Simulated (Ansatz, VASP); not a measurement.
One calculation of Ti, two programs

```
Ti
1.0
    -1.65187    1.65187    1.65187
     1.65187   -1.65187    1.65187
     1.65187    1.65187   -1.65187
Ti
1
Cartesian
  0.0000 0.0000 0.0000
```

Change from the starting cell: volume scaled by 1.02.

Alike in both runs: task single point; functional PBEsol; k mesh 17 × 17 × 17; occupations fermi-dirac, width 0.08 eV; no spin polarisation.

```csv
,VASP,Ansatz
version,VASP 6.6.1,Ansatz 0.2.0
potentials or method,"VASP PAW PBE potentials, release 64 (Ti_sv), cutoff 520 eV","all-electron LAPW, scalar-relativistic"
```

VASP gave:

| Item | Value |
| --- | --- |
| pressure (GPa) | -8.4 |

Problem. Which values does Ansatz return?

Solution. Pressure (GPa): -8.2.

Ansatz ran all-electron here, so the differences hold the error of VASP's frozen core and of both bases.

Caveats: the PAW data sets were made with another functional, which shifts forces and pressure a little (VASP).
